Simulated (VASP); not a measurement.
# VASP 6.6.1, PBE single-point calculation, BaHfO$_{3}$ (strained cubic perovskite)

INCAR

```
NSW = 0
LWAVE = .FALSE.
PREC = Accurate
ENCUT = 520
EDIFF = 1E-7
SIGMA = 0.02
GGA = PE
NELM = 120
LCHARG = .FALSE.
LREAL = .FALSE.
ISIF = 2
IBRION = -1
ISMEAR = -1
NBANDS = 27
LASPH = .TRUE.
```

KPOINTS

```
KPOINTS created by Atomic Simulation Environment
0
Gamma
6 6 6
0 0 0
```

KPOINTS_OPT

```
special points
4
Reciprocal
0.0000000000 0.0000000000 0.0000000000 1
0.0000000000 0.5000000000 0.0000000000 1
0.5000000000 0.5000000000 0.0000000000 1
0.5000000000 0.5000000000 0.5000000000 1
```

POSCAR

```
Ba Hf O
 1.0000000000000000
     4.0517470077000004    0.0000000000000000    0.0000000000000000
     0.0000000000000000    4.0517470077000004    0.0000000000000000
     0.0000000000000000    0.0000000000000000    4.0517470077000004
 Ba  Hf  O
   1   1   3
Cartesian
  0.0000000000000000  0.0000000000000000  0.0000000000000000
  2.0258735038500002  2.0258735038500002  2.0258735038500002
  2.0258735038500002  2.0258735038500002  0.0000000000000000
  2.0258735038500002  0.0000000000000000  2.0258735038500002
  0.0000000000000000  2.0258735038500002  2.0258735038500002
```

VASP ran with the recommended PBE PAW datasets (38 valence electrons in the cell).

Command

```
mpirun -np 1 vasp_std
```

From OUTCAR

```
k-points           NKPTS =     20   k-points in BZ     NKDIM =     20   number of bands    NBANDS=     27

   NELECT =      38.0000    total number of electrons

   dimension x,y,z NGX =    30 NGY =   30 NGZ =   30
   dimension x,y,z NGXF=    60 NGYF=   60 NGZF=   60

  energy-cutoff  :      520.00
  volume of cell :       66.52
      direct lattice vectors                 reciprocal lattice vectors
     4.051747008  0.000000000  0.000000000     0.246807118  0.000000000  0.000000000
     0.000000000  4.051747008  0.000000000     0.000000000  0.246807118  0.000000000
     0.000000000  0.000000000  4.051747008     0.000000000  0.000000000  0.246807118

 k-points in reciprocal lattice and weights: KPOINTS created by Atomic Simulation Env
   0.00000000  0.00000000  0.00000000       0.005
   0.16666667  0.00000000  0.00000000       0.028
   0.33333333  0.00000000  0.00000000       0.028
   0.50000000  0.00000000  0.00000000       0.014
   0.16666667  0.16666667  0.00000000       0.056
   0.33333333  0.16666667  0.00000000       0.111
   0.50000000  0.16666667  0.00000000       0.056
   0.33333333  0.33333333  0.00000000       0.056
   ...

 E-fermi :   3.4250

 k-point     1 :       0.0000    0.0000    0.0000
  band No.  band energies     occupation
      1     -25.3146      2.00000
      2     -25.3146      2.00000
      3     -25.3146      2.00000
      4     -22.0170      2.00000
      5     -13.8870      2.00000
      6     -13.3800      2.00000
      7     -13.3800      2.00000
      8      -7.1788      2.00000
      9      -7.1788      2.00000
     10      -7.1788      2.00000
     11       1.4851      2.00000
     12       1.4851      2.00000
     13       1.4851      2.00000
     14       1.8859      2.00000
     15       1.8859      2.00000
     16       1.8859      2.00000
     17       2.8997      2.00000
     18       2.8997      2.00000
     19       2.8997      2.00000
     20       6.7354      0.00000
     21       6.7354      0.00000
     22       6.7354      0.00000
     23       7.7903      0.00000
     24       7.7903      0.00000
     25       9.7261      0.00000
     26      12.4300      0.00000
     27      12.4302      0.00000

 k-point     2 :       0.1667    0.0000    0.0000
  band No.  band energies     occupation
      1     -25.3698      2.00000
      2     -25.3129      2.00000
      3     -25.3129      2.00000
      4     -21.9847      2.00000
      5     -13.8951      2.00000
      6     -13.3719      2.00000
      7     -13.1957      2.00000
      8      -7.1530      2.00000
      9      -7.1530      2.00000
     10      -7.0953      2.00000
     11       0.9508      2.00000
     12       1.3577      2.00000
     13       1.3577      2.00000
     14       1.6174      2.00000
     15       1.6174      2.00000
     16       1.6477      2.00000
     17       2.1610      2.00000
     18       2.7948      2.00000
     19       2.7948      2.00000
     20       6.8712      0.00000
     21       7.4673      0.00000
     22       7.4673      0.00000
     23       8.2915      0.00000
     24       8.3044      0.00000
     25      10.3609      0.00000
     26      12.0004      0.00000
     27      12.5496      0.00000

 k-point     3 :       0.3333    0.0000    0.0000
  band No.  band energies     occupation
      1     -25.4762      2.00000
      2     -25.3094      2.00000
      3     -25.3094      2.00000
      4     -21.9206      2.00000
      5     -14.0325      2.00000
      6     -13.3549      2.00000
      7     -12.6503      2.00000
      8      -7.1004      2.00000
      9      -7.1004      2.00000
     10      -6.9299      2.00000
     11      -0.4200      2.00000
     12       1.0001      2.00000
     13       1.0001      2.00000
     14       1.2401      2.00000
     15       1.2826      2.00000
     16       1.2826      2.00000
     17       1.3532      2.00000
     18       2.6577      2.00000
     19       2.6577      2.00000
     20       7.1967      0.00000
     21       8.9926      0.00000
     22       8.9926      0.00000
     23       9.3018      0.00000
     24       9.4968      0.00000
     25      11.1697      0.00000
     26      11.8316      0.00000
     27      12.5290      0.00000

 k-point     4 :       0.5000    0.0000    0.0000
  band No.  band energies     occupation
      1     -25.5275      2.00000
      2     -25.3077      2.00000
      3     -25.3077      2.00000
      4     -21.8888      2.00000
      5     -14.1163      2.00000
      6     -13.3465      2.00000
      7     -12.3276      2.00000
      8      -7.0735      2.00000
      9      -7.0735      2.00000
     10      -6.8475      2.00000
     11      -1.1453      2.00000
     12       0.8149      2.00000
     13       0.8149      2.00000
     14       1.0610      2.00000
     15       1.0816      2.00000
     16       1.1543      2.00000
     17       1.1543      2.00000
     18       2.6100      2.00000
     19       2.6100      2.00000
     20       7.4021      0.00000
     21       9.8359      0.00000
     22       9.9677      0.00000
     23       9.9677      0.00000
     24      10.2319      0.00000
     25      10.7420      0.00000
     26      12.2301      0.00000
     27      12.2301      0.00000

 k-point     5 :       0.1667    0.1667    0.0000
  band No.  band energies     occupation
      1     -25.3703      2.00000
      2     -25.3640      2.00000
      3     -25.3112      2.00000
      4     -21.9581      2.00000
      5     -13.8362      2.00000
      6     -13.2437      2.00000
      7     -13.1793      2.00000
      8      -7.2054      2.00000
      9      -7.1225      2.00000
     10      -6.9991      2.00000
     11       0.6390      2.00000
     12       1.0318      2.00000
     13       1.0745      2.00000
     14       1.2466      2.00000
     15       1.3551      2.00000
     16       1.8782      2.00000
     17       1.9109      2.00000
     18       2.4691      2.00000
     19       2.6683      2.00000
     20       7.5550      0.00000
     21       7.6101      0.00000
     22       7.7378      0.00000
     23       8.8123      0.00000
     24       8.9560      0.00000
     25      10.7562      0.00000
     26      11.8770      0.00000
     27      12.6597      0.00000

 k-point     6 :       0.3333    0.1667    0.0000
  band No.  band energies     occupation
      1     -25.4720      2.00000
      2     -25.3617      2.00000
      3     -25.3078      2.00000
      4     -21.9056      2.00000
      5     -13.8878      2.00000
      6     -13.2195      2.00000
      7     -12.6932      2.00000
      8      -7.1772      2.00000
      9      -7.0598      2.00000
     10      -6.9434      2.00000
     11      -0.4713      2.00000
     12       0.2670      2.00000
     13       0.7597      2.00000
     14       0.8736      2.00000
     15       1.0463      2.00000
     16       1.4738      2.00000
     17       1.9073      2.00000
     18       2.3175      2.00000
     19       2.5099      2.00000
     20       7.8592      0.00000
     21       8.7912      0.00000
     22       9.0479      0.00000
     23       9.9368      0.00000
     24      10.1264      0.00000
     25      11.4518      0.00000
     26      11.5163      0.00000
     27      12.6770      0.00000

 k-point     7 :       0.5000    0.1667    0.0000
  band No.  band energies     occupation
      1     -25.5225      2.00000
      2     -25.3592      2.00000
      3     -25.3061      2.00000
      4     -21.8795      2.00000
      5     -13.9442      2.00000
      6     -13.2155      2.00000
      7     -12.3783      2.00000
      8      -7.1248      2.00000
      9      -7.0277      2.00000
     10      -6.9551      2.00000
     11      -1.1790      2.00000
     12      -0.0133      2.00000
     13       0.6832      2.00000
     14       0.7142      2.00000
     15       0.9200      2.00000
     16       1.3329      2.00000
     17       1.9650      2.00000
     18       2.1462      2.00000
     19       2.4578      2.00000
     20       8.0303      0.00000
     21       9.6311      0.00000
     22       9.8790      0.00000
     23      10.5639      0.00000
     24      10.8330      0.00000
     25      11.3630      0.00000
     26      11.4375      0.00000
     27      12.3382      0.00000

 ...

  Total        9.1318283      9.1318283      9.1318283     -0.0000000      0.0000000     -0.0000000
  in kB      219.9588096    219.9588096    219.9588096     -0.0000000      0.0000000     -0.0000000
  external PRESSURE =     219.9588096 kB  Pullay stress =       0.0000000 kB

 POSITION                                       TOTAL-FORCE (eV/Angst)
 -----------------------------------------------------------------------------------
      0.00000      0.00000      0.00000         0.000000      0.000000      0.000000
      2.02587      2.02587      2.02587         0.000000      0.000000      0.000000
      2.02587      2.02587      0.00000         0.000000      0.000000      0.000000
      2.02587      0.00000      2.02587         0.000000      0.000000      0.000000
      0.00000      2.02587      2.02587         0.000000      0.000000      0.000000
 -----------------------------------------------------------------------------------
    total drift:                                0.000000      0.000000     -0.000000

  FREE ENERGIE OF THE ION-ELECTRON SYSTEM (eV)
  ---------------------------------------------------
  free  energy   TOTEN  =       -43.0760137309 eV

  energy  without entropy=      -43.0760137309  energy(sigma->0) =      -43.07601373
```

```
gap between bands v and c : 3.74 eV
least direct gap          : 3.84 eV
pressure                  : 22.0 GPa
```

Band v is the last that the valence electrons fill when counted band by band, and c is the next.

The run took about 37 s on one core of a shared host (Intel Xeon Platinum 8488C) and held 0.21 GiB at most.
